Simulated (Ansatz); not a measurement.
ZrS:

```
Zr S
1.0
     0.00000    2.62500    2.62500
     2.62500    0.00000    2.62500
     2.62500    2.62500    0.00000
Zr S
1 1
Direct
  0.00000 0.00000 0.00000
  0.50000 0.50000 0.50000
```

Base run:

```yaml
Program: Ansatz 0.2.0
Functional: BLYP
Potentials_or_basis: Ansatz PAW
Cutoff: 420 eV
Density_cutoff: 1680 eV
k_mesh: 9 × 9 × 9
Occupations: fermi-dirac, width 0.05 eV
Spin: no spin polarisation
```

Its results: band gap on the k mesh none (metal or under the smearing width); pressure 5.4 GPa.

Question: The run is repeated on the same cell with these changes: functional from BLYP to PBEsol; occupations from fermi-dirac, width 0.05 eV to gaussian, width 0.05 eV. What comes out?

Answer: Band gap on the k mesh none (metal or under the smearing width); pressure -6.5 GPa.

Caveats: the PAW data sets come from PBE, with cores solved anew for the run's functional, which leaves a small shift of forces and pressure; the potentials were made for another functional, which shifts forces and pressure (some runs).

Not every run made on this cell is shown here.
